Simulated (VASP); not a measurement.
# A VASP 6.6.1 single-point calculation on MgF₂

INCAR

```
SIGMA = 0.02
IVDW = 10
LCHARG = .FALSE.
LWAVE = .FALSE.
LASPH = .TRUE.
NSW = 0
NBANDS = 25
LREAL = .FALSE.
IBRION = -1
ISMEAR = -1
ISIF = 2
NELM = 78
GGA = PE
PREC = Accurate
EDIFF = 1E-7
ENCUT = 520
```

KPOINTS

```
KPOINTS created by Atomic Simulation Environment
0
Monkhorst-Pack
6 6 8
0 0 0
```

POSCAR

```
Mg F
 1.0000000000000000
     4.6220159945999999    0.0000000000000000    0.0000000000000000
     0.0000000000000000    4.6220159945999999    0.0000000000000000
     0.0000000000000000    0.0000000000000000    2.9851895244000000
 Mg  F
   2   4
Cartesian
  0.0000000000000000 -0.0000000000000000  0.0000000000000000
  2.3110079972999999  2.3110079972999999  1.4925947622000000
  1.3958084988349020  1.3958084988349020  0.0000000000000000
  0.9151994984650982  3.7068164961349019  1.4925947622000000
  3.7068164961349019  0.9151994984650982  1.4925947622000000
  3.2262074957650979  3.2262074957650979  0.0000000000000000
```

The recommended PBE PAW datasets give the neutral cell 32 valence electrons.

Command

```
mpirun -np 1 vasp_std
```

OSZICAR

```
N       E                     dE             d eps       ncg     rms          rms(c)
DAV:   1     0.167838525283E+03    0.16784E+03   -0.17905E+04  1264   0.120E+03
DAV:   2    -0.260168294426E+02   -0.19386E+03   -0.18755E+03  1448   0.288E+02
DAV:   3    -0.339768823812E+02   -0.79601E+01   -0.79361E+01  1486   0.560E+01
DAV:   4    -0.340182048959E+02   -0.41323E-01   -0.41319E-01  1360   0.464E+00
DAV:   5    -0.340184045137E+02   -0.19962E-03   -0.19961E-03  1547   0.316E-01    0.101E+01
DAV:   6    -0.313947017585E+02    0.26237E+01   -0.79994E+00  1328   0.205E+01    0.293E+00
DAV:   7    -0.314175179469E+02   -0.22816E-01   -0.92140E-02  1285   0.200E+00    0.190E+00
DAV:   8    -0.314486404764E+02   -0.31123E-01   -0.53637E-02  1261   0.223E+00    0.203E-01
DAV:   9    -0.314486889214E+02   -0.48445E-04   -0.97429E-04  1582   0.223E-01    0.813E-02
DAV:  10    -0.314491833595E+02   -0.49444E-03   -0.51278E-04  1249   0.157E-01    0.202E-02
DAV:  11    -0.314491819517E+02    0.14078E-05   -0.94144E-06  1564   0.262E-02    0.426E-03
DAV:  12    -0.314491823287E+02   -0.37702E-06   -0.11529E-06  1269   0.873E-03    0.864E-04
DAV:  13    -0.314491823364E+02   -0.76475E-08   -0.11577E-07  1174   0.271E-03
   1 F= -.32386418E+02 E0= -.32386418E+02  d E =-.348809E-11
```

From OUTCAR

```
k-points           NKPTS =     24   k-points in BZ     NKDIM =     24   number of bands    NBANDS=     25

   NELECT =      32.0000    total number of electrons

   dimension x,y,z NGX =    36 NGY =   36 NGZ =   24
   dimension x,y,z NGXF=    72 NGYF=   72 NGZF=   48

  energy-cutoff  :      520.00
  volume of cell :       63.77
      direct lattice vectors                 reciprocal lattice vectors
     4.622015995  0.000000000  0.000000000     0.216355807  0.000000000  0.000000000
     0.000000000  4.622015995  0.000000000     0.000000000  0.216355807  0.000000000
     0.000000000  0.000000000  2.985189524     0.000000000  0.000000000  0.334987106

 k-points in reciprocal lattice and weights: KPOINTS created by Atomic Simulation Env
   0.08333333  0.08333333  0.06250000       0.028
   0.25000000  0.08333333  0.06250000       0.056
   0.41666667  0.08333333  0.06250000       0.056
   0.25000000  0.25000000  0.06250000       0.028
   0.41666667  0.25000000  0.06250000       0.056
   0.41666667  0.41666667  0.06250000       0.028
   0.08333333  0.08333333  0.18750000       0.028
   0.25000000  0.08333333  0.18750000       0.056
   ...

 E-fermi :  -0.6680

 k-point     1 :       0.0833    0.0833    0.0625
  band No.  band energies     occupation
      1     -21.8767      2.00000
      2     -21.1237      2.00000
      3     -21.0905      2.00000
      4     -20.9625      2.00000
      5      -5.1915      2.00000
      6      -3.6489      2.00000
      7      -3.4594      2.00000
      8      -3.2044      2.00000
      9      -2.9532      2.00000
     10      -2.8157      2.00000
     11      -2.3312      2.00000
     12      -2.3312      2.00000
     13      -1.8987      2.00000
     14      -1.5246      2.00000
     15      -1.4533      2.00000
     16      -1.1231      2.00000
     17       6.5112      0.00000
     18      11.3806      0.00000
     19      11.3863      0.00000
     20      13.1512      0.00000
     21      13.7067      0.00000
     22      14.8400      0.00000
     23      14.9207      0.00000
     24      17.5576      0.00000
     25      17.6258      0.00000

 k-point     2 :       0.2500    0.0833    0.0625
  band No.  band energies     occupation
      1     -21.7895      2.00000
      2     -21.2510      2.00000
      3     -21.0697      2.00000
      4     -20.9549      2.00000
      5      -4.9963      2.00000
      6      -3.8399      2.00000
      7      -3.5515      2.00000
      8      -3.0044      2.00000
      9      -2.8219      2.00000
     10      -2.5938      2.00000
     11      -2.4149      2.00000
     12      -2.2597      2.00000
     13      -2.1169      2.00000
     14      -1.7773      2.00000
     15      -1.4942      2.00000
     16      -1.2469      2.00000
     17       7.1402      0.00000
     18      10.5325      0.00000
     19      11.7331      0.00000
     20      13.2174      0.00000
     21      14.1776      0.00000
     22      14.7371      0.00000
     23      15.3006      0.00000
     24      17.1589      0.00000
     25      17.5860      0.00000

 ...

  Total       0.80675     0.80675     2.04055     0.00000     0.00000     0.00000
  in kB      20.26822    20.26822    51.26532     0.00000     0.00000     0.00000
  external pressure =       30.60 kB  Pullay stress =        0.00 kB

 POSITION                                       TOTAL-FORCE (eV/Angst)
 -----------------------------------------------------------------------------------
      0.00000      0.00000      0.00000         0.000000      0.000000      0.000000
      2.31101      2.31101      1.49259         0.000000      0.000000      0.000000
      1.39581      1.39581      0.00000        -0.046735     -0.046735      0.000000
      0.91520      3.70682      1.49259         0.046735     -0.046735      0.000000
      3.70682      0.91520      1.49259        -0.046735      0.046735     -0.000000
      3.22621      3.22621      0.00000         0.046735      0.046735     -0.000000
 -----------------------------------------------------------------------------------
    total drift:                                0.000000      0.000000     -0.000000

  FREE ENERGIE OF THE ION-ELECTRON SYSTEM (eV)
  ---------------------------------------------------
  free  energy   TOTEN  =       -32.3864184536 eV

  energy  without entropy=      -32.3864184536  energy(sigma->0) =      -32.38641845
```

It converged. Results: gap between bands v and c on the k mesh 7.63 eV; least direct gap on the k mesh 7.63 eV; pressure 3.1 GPa; largest force 0.07 eV/Å. Band v is the last that the valence electrons fill when counted band by band, and c is the next.

The shifted mesh misses Γ, so a band edge there is missed.

For comparison, a separate PBE run of the intended cell, on usual settings and not on those above, gives a gap of 7.28 eV on its mesh and a pressure of 6.6 GPa.

The run above took about 23 s on one core of a shared host (Intel Xeon Platinum 8488C) and held 0.19 GiB at most.
